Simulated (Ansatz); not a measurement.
Zinc-blende AlSb, treated with PBEsol+SOC (plane waves, PAW; Ansatz, a first-principles code).

Numerical settings: plane-wave cutoff 520 eV, 10×10×10 k mesh, perturbation theory, PAW data made under PBE.

Cell (relaxed at this level):

```xyz
2
Lattice="0.0000 3.0785 3.0785 3.0785 0.0000 3.0785 3.0785 3.0785 0.0000" Properties=species:S:1:pos:R:3 pbc="T T T"
Al     0.0000     0.0000     0.0000
Sb     4.6178     4.6178     4.6178
```

Task: Give the computed zone-centre TO phonon frequency.

Result: 
* **zone-centre TO phonon frequency**: 311 cm⁻¹

Measured, for comparison: zone-centre TO phonon frequency 323 cm⁻¹ (temperature not stated, not corrected to a static lattice; as tabulated in Giannozzi et al., Phys. Rev. B (1991)). Computed (rounded) less measured: zone-centre TO phonon frequency -4 %.

The result took around 11 core-minutes (rough).
